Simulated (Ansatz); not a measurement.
# KBr (Fm-3m) at 2 levels of theory

One geometry, relaxed with PBE; plane waves with PAW potentials in Ansatz, scalar-relativistic. No spin polarisation. Gaps are the least over mesh and band path; pressure is positive in compression.

```xyz
2
Lattice="0.0000 3.3525 3.3525 3.3525 0.0000 3.3525 3.3525 3.3525 0.0000" Properties=species:S:1:pos:R:3 pbc="T T T"
K     3.3525    3.3525    3.3525
Br    0.0000    0.0000    0.0000
```

```json
{"level": "PBE", "cutoff (eV)": "420", "k mesh": "6×6×6", "gap (eV)": "4.31", "pressure (GPa)": "0.0"}
```

Task: What comes out on the same cell with LDA?

Result:
| level | cutoff (eV) | k mesh | gap (eV) | pressure (GPa) |
| --- | --- | --- | --- | --- |
| LDA | 420 | 6×6×6 | 3.91 | -2.1 |

The cell was reached from a generator's guess, though it ends in a space group that the Crystallography Open Database lists for this formula.
